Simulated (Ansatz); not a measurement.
**P: random displacements**

Level of theory: DFT PBEsol, scalar-relativistic, plane waves, PAW in Ansatz 0.2.0. The runs took a 420 eV cutoff, a Γ-centred 16×16×12 mesh and Gaussian smearing (0.15 eV). No spin polarisation. Energies are free energies at this smearing, counted from the undisturbed cell; pressure is positive in compression.

The starting cell (relaxed at this level):

```
P
1.0
     1.65871   -5.14536    0.00000
     1.65871    5.14536    0.00000
     0.00000    0.00000    4.19717
P
4
Direct
  0.10528 0.89472 0.92713
  0.60528 0.39472 0.57287
  0.89472 0.10528 0.07287
  0.39472 0.60528 0.42713
```

The cell holds layers and no dispersion correction was added, so their binding is poorly described.

The atoms are displaced (Å, in the unstrained cell):

```tsv
atom	ux	uy	uz
P1	0.129	-0.033	0.093
P2	-0.323	-0.090	-0.130
P3	0.017	-0.011	0.074
P4	0.178	0.134	-0.037
```

Strain (Voigt, engineering shear): (0.0017, 0.0745, 0.0468, 0.0537, 0.0614, 0.0055).

Problem. What are the energy change, the stress and the forces?

Solution. ΔE = 423.1 meV/atom; stress (xx, yy, zz, yz, xz, xy; compression positive) (-0.87, -10.70, -3.13, -2.79, -9.40, -2.55) GPa.
| atom | Fx (eV/Å) | Fy | Fz |
| --- | --- | --- | --- |
| P1 | -0.96 | 0.61 | 0.14 |
| P2 | 1.15 | 1.00 | 0.31 |
| P3 | 2.25 | -0.56 | -1.63 |
| P4 | -2.45 | -1.05 | 1.18 |

Cost: 1 run of about 1.3 core-minutes, on AMD EPYC 9R45 (Zen 5) (shared hosts).